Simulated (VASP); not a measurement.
# BAs (F-43m) in VASP: notebook, part 2 of 4

VASP 6.6.1. Earlier steps stand in the parts before.

**3. G0W0 quasiparticle levels, PBE**

Contents of POSCAR:

```
BAs
1.0
    0.0000000000      2.3885000000      2.3885000000
    2.3885000000      0.0000000000      2.3885000000
    2.3885000000      2.3885000000      0.0000000000
As B
1 1
Direct
    0.7500000000      0.7500000000      0.7500000000
    0.0000000000      0.0000000000      0.0000000000
```

Contents of INCAR.step1:

```
SYSTEM = BAs
ALGO     = Normal         ! electronic algorithm
EDIFF    = 1E-8           ! SCF threshold, eV
ENCUT    = 450            ! plane-wave cutoff, eV
GGA      = PE             ! functional
ISMEAR   = 0              ! smearing method
LASPH    = .True.         ! aspherical terms in the spheres
LCHARG   = .False.        ! write CHGCAR
LREAL    = .False.        ! projectors in reciprocal space
LWAVE    = .True.         ! write WAVECAR
NELM     = 60             ! most SCF steps
PREC     = Accurate       ! precision mode
SIGMA    = 0.01           ! smearing width, eV
```

Contents of INCAR.step2:

```
SYSTEM = BAs
ALGO     = Exact          ! electronic algorithm
EDIFF    = 1E-8           ! SCF threshold, eV
ENCUT    = 450            ! plane-wave cutoff, eV
GGA      = PE             ! functional
ISMEAR   = 0              ! smearing method
ISTART   = 1            
LASPH    = .True.         ! aspherical terms in the spheres
LCHARG   = .False.        ! write CHGCAR
LOPTICS  = .True.         ! frequency-dependent dielectric function
LREAL    = .False.        ! projectors in reciprocal space
LWAVE    = .True.         ! write WAVECAR
NBANDS   = 36             ! bands
NELM     = 1              ! most SCF steps
PREC     = Accurate       ! precision mode
SIGMA    = 0.01           ! smearing width, eV
```

Contents of INCAR.step3:

```
SYSTEM = BAs
ALGO     = EVGW0          ! electronic algorithm
EDIFF    = 1E-8           ! SCF threshold, eV
ENCUT    = 450            ! plane-wave cutoff, eV
ENCUTGW  = 150            ! cutoff of the response function
GGA      = PE             ! functional
ISMEAR   = 0              ! smearing method
ISTART   = 1            
LASPH    = .True.         ! aspherical terms in the spheres
LCHARG   = .False.        ! write CHGCAR
LREAL    = .False.        ! projectors in reciprocal space
LWAVE    = .False.        ! write WAVECAR
NBANDS   = 36             ! bands
NBANDSGW = 12           
NELMGW   = 1            
NOMEGA   = 12             ! frequency points
PREC     = Accurate       ! precision mode
PRECFOCK = Fast         
SIGMA    = 0.01           ! smearing width, eV
```

Contents of KPOINTS:

```
k-points
0
Gamma
  3 3 3
  0 0 0
```

Potentials or basis: VASP PAW PBE potentials, release 64 (As_GW, B_GW).

Launch:

```
$ cat potpaw_PBE.64/As_GW/POTCAR potpaw_PBE.64/B_GW/POTCAR > POTCAR
$ cp INCAR.step1 INCAR
$ mpirun -np 1 vasp_std > vasp.out
$ cp INCAR.step2 INCAR
$ mpirun -np 1 vasp_std > vasp.out
$ cp INCAR.step3 INCAR
$ mpirun -np 1 vasp_std > vasp.out
```

OUTCAR:

```text
SYSTEM = BAs
   EDIFF = 1E-8
   ENCUT = 450
   ENCUTGW = 150
   GGA = PE
   ISMEAR = 0
   ISTART = 1
   LASPH = .True.
   LREAL = .False.
   NELMGW = 1
   PREC = Accurate
   PRECFOCK = Fast

 Found      4 irreducible k-points:

 Following reciprocal coordinates:
            Coordinates               Weight
  0.000000  0.000000  0.000000      1.000000
  0.333333  0.000000  0.000000      8.000000
  0.333333  0.333333  0.000000      6.000000
 -0.333333  0.333333  0.000000     12.000000
   k-points           NKPTS =      4   k-points in BZ     NKDIM =     27   number of bands    NBANDS=     36
   number of dos      NEDOS =    301   number of ions     NIONS =      2
   total plane-waves  NPLWV =  13824
   dimension x,y,z NGX =    24 NGY =   24 NGZ =   24
   dimension x,y,z NGXF=    48 NGYF=   48 NGZF=   48
   ions per type =               1   1
   NGX,Y,Z   is equivalent  to a cutoff of  11.81, 11.81, 11.81 a.u.
   NGXF,Y,Z  is equivalent  to a cutoff of  23.62, 23.62, 23.62 a.u.
 SYSTEM =  BAs
   PREC   = accura    normal or accurate (medium, high low for compatibility)
   ISTART =      1    job   : 0-new  1-cont  2-samecut
   ICHARG =      0    charge: 1-file 2-atom 10-const
   ISPIN  =      1    spin polarized calculation?
   LNONCOLLINEAR =      F non collinear calculations
   LSORBIT =      F    spin-orbit coupling
   LASPH  =      T    aspherical Exc in radial PAW
   ENCUT  =  450.0 eV  33.07 Ry    5.75 a.u.   5.84  5.84  5.84*2*pi/ulx,y,z
   NELM   =     60;   NELMIN=  2; NELMDL=  0     # of ELM steps
   EDIFF  = 0.1E-07   stopping-criterion for ELM
   LREAL  =      F    real-space projection
   EDIFFG = 0.1E-06   stopping-criterion for IOM
   NSW    =      0    number of steps for IOM
   IBRION =     -1    ionic relax: 0-MD 1-quasi-New 2-CG
   NFREE  =      0    steps in history (QN), initial steepest desc. (CG)
   ISIF   =      0    stress and relaxation
   ISYM   =      3    0-nonsym 1-usesym 2-fastsym
   POTIM  = 0.5000    time-step for ionic-motion
   TEBEG  =    0.0;   TEEND  =   0.0 temperature during run
   PSTRESS=    0.0 pullay stress
   NELECT =       8.0000    total number of electrons
   NUPDOWN=      -1.0000    fix difference up-down
   EMIN   =  10.00;   EMAX   =-10.00  energy-range for DOS
   EFERMI =   0.00;   METHOD = LEGACY
   ISMEAR =     0;   SIGMA  =   0.01  broadening in eV -4-tet -1-fermi 0-gaus
   EFERMI_NEDOS =   21; number of points for ismear=-14 and -15
   IALGO  =     38    algorithm
   IMIX   =      4    mixing-type and parameters
     AMIX     =   0.40;   BMIX     =  1.00
     AMIX_MAG =   1.60;   BMIX_MAG =  1.00
  volume/ion in A,a.u.               =      13.63        91.95
  Fermi-wavevector in a.u.,A,eV,Ry     =   1.088018  2.056057 16.106360  1.183784
  Thomas-Fermi vector in A             =   2.224191
   LORBIT       =      0    0 simple, 1 ext, 2 COOP (PROOUT), +10 PAW based schemes
   GGA     = PE    functional components
   LHFCALC =     T    Hartree Fock is set to
   PRECFOCK=fast      Normal, Fast or Accurate (Low or Medium for compatibility)
   ENCUT4O =  -1.0   cutoff for four orbital integrals eV
   NKREDX  =     1    reduce k-point grid by
   NKREDY  =     1    reduce k-point grid by
   NKREDZ  =     1    reduce k-point grid by
   AEXX    =    1.0000 exact exchange contribution
   HFSCREEN=    0.0000 screening length (either q_TF or 0.3 A-1)
   HFSCREENC=   0.0000 screening length for correlation (either q_TF or 0.3 A-1)
   ENCUTFOCK=  -1.0 apply spherical cutoff to Coloumb kernel
   IVDW    =     0    specifies the selected vdW correction
   LEPSILON=     F    determine dielectric tensor
   LRPA    =     F    only Hartree local field effects (RPA)
   LRPAFORCE           =     F    calculate RPA forces
   ENCUTGW             = 150.0    cutoff for response function in eV
   ENCUTGWSOFT         = 120.0    soft cutoff for Coulomb kernel in GW response function in eV
   ENCUTLF             =  -1.0    cutoff for local field effects
   NELMGW              =     1    number of iterations in solving QP/BSE equation
   NELMHF              =     1    number of iterations in the inner HF iteration
   NKREDLFX            =     1    NKREDLFY  =   1   NKREDLFZ  =   1
 non-spin polarized calculation
 Gauss-broadening in eV      SIGMA  =   0.01
  energy-cutoff  :      450.00
  volume of cell :       27.25
 maximum number of plane-waves:       609
  NGX = 14; NGY = 14; NGZ = 14
   NGX = 11   NGY = 11   NGZ = 11
 maximum number of plane-waves:       117

 QP shifts <psi_nk| G(iteration)W_0 |psi_nk>: iteration 1
 for sc-GW calculations column KS-energies equals QP-energies in previous step
 and V_xc(KS)=  KS-energies - (<T + V_ion + V_H > + <T+V_H+V_ion>^1  + <V_x>^1)

 k-point   1 :       0.0000    0.0000    0.0000
  band No.  KS-energies  QP-energies   sigma(KS)   V_xc(KS)     V^pw_x(r,r')   Z            occupation Imag(sigma)

      1      -9.1660      -9.7654     -12.4344     -11.6436     -19.5361       0.7580       2.0000       0.8785
      2       6.2712       6.4332     -12.4135     -12.6127     -14.7586       0.8133       2.0000      -0.2930
      3       6.2712       6.4332     -12.4135     -12.6127     -14.7586       0.8133       2.0000      -0.2930
      4       6.2712       6.4332     -12.4135     -12.6127     -14.7586       0.8133       2.0000      -0.2930
      5       9.5022      10.3781     -10.2998     -11.3720      -6.3473       0.8169       0.0000      -0.3294
      6       9.5022      10.3781     -10.2998     -11.3720      -6.3473       0.8169       0.0000      -0.3294
      7       9.5022      10.3781     -10.2998     -11.3720      -6.3473       0.8169       0.0000      -0.3294
      8      10.9398      11.9548     -11.3301     -12.6009      -6.1731       0.7987       0.0000      -0.3321
      9      15.8266      16.1489      -8.4117      -8.8101      -2.9261       0.8089       0.0000      -0.2964
     10      19.1544      19.7239      -9.6837     -10.4036      -4.3233       0.7911       0.0000      -0.3321
     11      19.1544      19.7239      -9.6837     -10.4036      -4.3233       0.7911       0.0000      -0.3321
     12      20.5662      20.8821      -8.5705      -8.9570      -2.4337       0.8174       0.0000      -0.6761

 k-point   2 :       0.3333    0.0000    0.0000
  band No.  KS-energies  QP-energies   sigma(KS)   V_xc(KS)     V^pw_x(r,r')   Z            occupation Imag(sigma)

      1      -7.4438      -7.9120     -12.4784     -11.8436     -19.0407       0.7377       2.0000       0.5814
      2      -0.4983      -0.7500     -11.9279     -11.6070     -15.9378       0.7843       2.0000      -0.1102
      3       4.7430       4.8346     -12.2303     -12.3430     -14.8961       0.8133       2.0000      -0.2832
      4       4.7430       4.8346     -12.2303     -12.3430     -14.8961       0.8133       2.0000      -0.2832
      5       9.1089       9.9150     -10.6054     -11.5888      -6.3177       0.8198       0.0000      -0.3089
      6      11.0558      11.9302     -10.0801     -11.1534      -5.7665       0.8147       0.0000      -0.3432
      7      11.0558      11.9302     -10.0801     -11.1534      -5.7665       0.8147       0.0000      -0.3432
      8      14.9422      15.6976      -9.7631     -10.7376      -4.0879       0.7751       0.0000      -0.4037
      9      17.7374      18.2320      -8.9398      -9.5446      -3.2345       0.8179       0.0000      -0.4283
     10      18.2375      18.7983      -9.4224     -10.1138      -3.9604       0.8111       0.0000      -0.4332
     11      18.2375      18.7983      -9.4224     -10.1138      -3.9604       0.8111       0.0000      -0.4332
     12      22.4274      23.0918      -9.7783     -10.6212      -3.1758       0.7883       0.0000      -0.6923
[... 202 lines left out ...]
      1      -7.3061      -7.3053     -12.3674       5.0623     -18.8100       0.7456       2.0000       0.5305
      2       0.0998       0.1003     -12.4804      12.5808     -16.3876       0.7994       2.0000      -0.2083
      3       2.7588       2.7599     -11.9221      14.6822     -15.0922       0.7935       2.0000      -0.2282
      4       2.7588       2.7599     -11.9221      14.6822     -15.0922       0.7935       2.0000      -0.2282
      5       8.1507       8.1526      -9.7069      17.8599      -5.8545       0.8243       0.0000      -0.2986
      6       9.9943       9.9963      -9.2637      19.2605      -4.9282       0.8214       0.0000      -0.3028
      7      16.5868      16.5896     -10.8925      27.4830      -5.2820       0.7670       0.0000      -0.4570
      8      16.5868      16.5896     -10.8925      27.4830      -5.2820       0.7670       0.0000      -0.4570
      9      18.7609      18.7640     -10.6598      29.4246      -4.4117       0.7998       0.0000      -0.5140
     10      22.5257      22.5273      -9.7389      32.2666      -3.8834       0.8131       0.0000      -0.5277
     11      22.8541      22.8569      -9.7460      32.6036      -3.3072       0.7906       0.0000      -0.6381
     12      26.0494      26.0508      -9.2026      35.2538      -2.5477       0.7864       0.0000      -0.8889

 k-point   4 :      -0.3333    0.3333    0.0000
  band No. old QP-enery  QP-energies   sigma(KS)   T+V_ion+V_H  V^pw_x(r,r')   Z            occupation Imag(sigma)

      1      -5.6657      -5.6647     -12.5732       6.9089     -18.4720       0.7498       2.0000       0.3188
      2      -2.0243      -2.0237     -12.3811      10.3576     -17.1029       0.7747       2.0000      -0.0083
      3      -0.0968      -0.0957     -11.2528      11.1574     -14.8096       0.7866       2.0000      -0.0985
      4       3.1815       3.1826     -12.0258      15.2088     -15.0695       0.7948       2.0000      -0.2329
      5       9.3939       9.3959      -9.5824      18.9787      -5.4294       0.8276       0.0000      -0.3016
      6      14.7385      14.7413     -10.4565      25.1985      -5.1125       0.7779       0.0000      -0.3831
      7      15.5334      15.5361     -10.5329      26.0698      -5.1334       0.7766       0.0000      -0.4458
      8      16.6125      16.6156     -10.6902      27.3066      -4.9689       0.7781       0.0000      -0.4087
      9      16.4818      16.4840      -9.6102      26.0948      -4.5681       0.7899       0.0000      -0.3159
     10      18.9549      18.9565      -9.3818      28.3387      -4.0989       0.8127       0.0000      -0.3678
     11      24.0386      24.0417     -10.3859      34.4286      -3.3076       0.7713       0.0000      -0.8045
     12      25.2228      25.2246      -8.8069      34.0320      -2.4061       0.7994       0.0000      -0.7263
```

It took 12 s on 1 thread of Intel Xeon Platinum 8488C (Sapphire Rapids), shared host; peak memory 0.17 GiB.

These settings aren't checked as converged: the numbers below hold their error.

Results:

```
Band gap on the k mesh, mean-field level : 1.24 eV, indirect (least direct gap 3.23 eV)
Quasiparticle gap                        : 1.62 eV
```

Caveat: the k mesh is coarse (spacing up to 0.76 Å⁻¹), so the values aren't converged; bands, screening cutoff and mesh are small and nothing is extrapolated, so the quasiparticle values aren't converged; the log holds further tables after the one-shot step; the gap given is that of the first; an odd mesh through Γ misses points on the zone boundary, where band edges often lie.

[end of part 2 of 4]
